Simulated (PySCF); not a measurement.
CdS (Hawleyite) in PySCF: convergence with density cutoff

Input of the first run (density cutoff 12 Ha); the others differ in this setting and in those tied to it:

File run.py:

```python
import json
import numpy as np
from pyscf.pbc import gto, scf, dft, df

cell = gto.Cell()
cell.basis = {'Cd': 'DZVP-MOLOPT-SR-GTH-q12', 'S': 'DZVP-MOLOPT-SR-GTH-q6'}
cell.pseudo = {'Cd': 'GTH-PBE-q12', 'S': 'GTH-PBE-q6'}
cell.fromfile('CdS.cif')
cell.ke_cutoff = 12  # hartree
cell.exp_to_discard = 0.02
cell.precision = 1e-08
cell.space_group_symmetry = True
cell.symmorphic = False
cell.max_memory = 2940  # MB
cell.verbose = 4
cell.build()

res = {}
kpts = cell.make_kpts([3, 3, 3], space_group_symmetry=True, time_reversal_symmetry=True)
cell.space_group_symmetry = False  # the mesh holds the operations; no search on the supercells of the integral code
mf = dft.KRKS(cell, kpts, xc='r2scan')
mf = mf.multigrid_numint()
mf = mf.smearing(sigma=0.00183747, method='fermi')  # hartree
mf.conv_tol = 1e-07
mf.max_cycle = 60

mf.kernel()
res.update(converged=bool(mf.converged), e_tot=mf.e_tot, nelec=cell.nelectron, nao=cell.nao, mesh=list(map(int, cell.mesh)), a=cell.lattice_vectors().tolist(), coords=cell.atom_coords().tolist(),
           mo_energy=[np.real(x).tolist() for x in mf.mo_energy], mo_occ=[np.real(x).tolist() for x in mf.mo_occ])
res.update(e_free=mf.e_free, e_zero=mf.e_zero)
res.update(kpts=kpts.kpts_scaled_ibz.tolist(), weights=kpts.weights_ibz.tolist())
res['parts'] = {k: float(np.real(v)) for k, v in mf.scf_summary.items() if np.isscalar(v)}
json.dump(res, open('results.json', 'w'))
if not mf.converged:
    raise SystemExit('SCF not converged')

print('levels (eV)')
for i, kp in enumerate(res['kpts'][:40]):
    print('k %7.4f %7.4f %7.4f  ' % tuple(kp), ' '.join('%.3f' % (x * 27.211386) for x in res['mo_energy'][i][:14]))

mf = mf.to_khf()  # unfold to the whole mesh
kpts = mf.kpts
# Mulliken populations
dm, s = np.asarray(mf.make_rdm1()), np.asarray(mf.get_ovlp())
sites = cell.aoslice_by_atom()[:, 2:]
tot = np.einsum('kij,kji->i', dm, s).real / len(kpts)
res['mulliken'] = [cell.atom_charge(i) - tot[a0:a1].sum() for i, (a0, a1) in enumerate(sites)]
print('Mulliken charges', np.round(res['mulliken'], 5))
res['meta_lowdin'] = mf.mulliken_meta()[1].tolist()
res['done'] = True
json.dump(res, open('results.json', 'w'))
```

Contents of CdS.cif:

```cif
data_CdS
_cell_length_a 4.12455385
_cell_length_b 4.12455385
_cell_length_c 4.12455385
_cell_angle_alpha 60.00000000
_cell_angle_beta 60.00000000
_cell_angle_gamma 60.00000000
_space_group_name_H-M_alt 'P1'
_space_group_name_Hall 'P 1'
_space_group_IT_number 1
loop_
_space_group_symop_operation_xyz
'x,y,z'
loop_
_atom_site_label
_atom_site_type_symbol
_atom_site_symmetry_multiplicity
_atom_site_Wyckoff_symbol
_atom_site_fract_x
_atom_site_fract_y
_atom_site_fract_z
_atom_site_occupancy
Cd1 Cd 1 a 0.0000000000 0.0000000000 0.0000000000 1
S1 S 1 a 0.7500000000 0.7500000000 0.7500000000 1
```

Potentials or basis: DZVP-MOLOPT-SR/GTH-PBE (potentials made for PBE).

Command:

```console
$ OMP_NUM_THREADS=2 python -u run.py > log
```

Hardware: 2 threads of Arm Neoverse V1, on a shared host.

Task: The values tried are 12 Ha, 20 Ha, 27 Ha, 39 Ha, 51 Ha, 62 Ha, 78 Ha, 98 Ha, 117 Ha, loosest first. From which on does the gap on the mesh stay within 0.01 eV of the tightest run that finished?

Result: From 27 Ha on.

| density cutoff | energy less the tightest run, at zero smearing (meV/atom) | gap on the mesh (eV) | SCF cycles | CPU time (s) | peak memory (GiB) |
| --- | --- | --- | --- | --- | --- |
| 12 Ha | 5017.65 | 1.069 | 6 | 29 | 0.34 |
| 20 Ha | 1214.78 | 1.194 | 6 | 38 | 0.44 |
| 27 Ha | 95.47 | 1.203 | 6 | 64 | 0.72 |
| 39 Ha | 22.85 | 1.204 | 6 | 81 | 0.91 |
| 51 Ha | -3.36 | 1.208 | 6 | 130 | 1.4 |
| 62 Ha | 0.00 | 1.210 | 6 | 150 | 1.7 |
| 78 Ha | timed out after 750 s | - | - | - | - |
| 98 Ha | timed out after 750 s | - | - | - | - |
| 117 Ha | timed out after 750 s | - | - | - | - |

Not settled before the last step: the energy (to 1 meV/atom). The tightest run that finished is the yardstick and may itself not be fully converged.

Caveat, for the tightest run too: the k mesh is coarse (spacing up to 0.62 Å⁻¹), so the values aren't converged; the density mesh is thin for the hardest basis functions, which adds noise to energies, forces and pressure; meta-GGAs need a finer uniform grid than this; the basis of atomic orbitals isn't converged, which shifts pressures, moduli and gaps.
